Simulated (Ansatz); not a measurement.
VH$_{2}$: do energies and stresses tell the same story?

Theory: DFT r2SCAN, scalar-relativistic, plane waves, PAW in Ansatz.

Settings: cutoff 500 eV, Γ-centred mesh 16×16×16 on the computed 3-atom cell, Gaussian smearing of 0.10 eV; no spin polarisation.

Relaxed cell: Fm-3m, a = 4.188 Å, b = 4.188 Å, c = 4.188 Å, α = 90.00°, β = 90.00°, γ = 90.00°, 3 atoms in the primitive cell. Whether it is the stable form of this composition wasn't checked.

Energies at zero smearing and pressures from the stress tensor, at volumes with shape and atoms relaxed:
| V (Å³/atom) | E − E(first) (meV/atom) | P (GPa) |
| --- | --- | --- |
| 5.385 | 0.00 | 30.61 |
| 5.568 | -29.44 | 21.12 |
| 5.752 | -48.81 | 12.98 |
| 5.936 | -59.54 | 6.00 |
| 6.119 | -62.84 | 0.00 |
| 6.303 | -59.75 | -5.16 |
| 6.486 | -51.18 | -9.60 |
| 6.731 | -32.51 | -14.58 |

Problem. Check P = −dE/dV between neighbouring volumes, and get the bulk modulus from the pressures alone.

Solution. With 1 eV/Å³ = 160.2 GPa:
```csv
middle V (Å³/atom),−ΔE/ΔV (GPa),mean P (GPa)
5.477,25.699,25.864
5.660,16.903,17.051
5.844,9.360,9.493
6.027,2.880,3.001
6.211,-2.691,-2.580
6.394,-7.484,-7.381
6.609,-12.221,-12.090
```

The two differ by 0.17 GPa at most. The mean of two end pressures misses the average over a step by about ΔV² P″/12, up to 0.12 GPa here; with that taken off 0.05 GPa remains. The stress is the derivative of the free energy, not of the energy at zero smearing, and with free energies 0.00 GPa remains. Around V = 6.119 Å³/atom, the two neighbours give B = −V ΔP/ΔV = 6.119 × 11.16 / 0.367 = 186.0 GPa, against B0 = 185.5 GPa from the Birch–Murnaghan fit of the energies.

A ferromagnetic start lost its moments in a first run, so spin was left out; other magnetic orders weren't tried.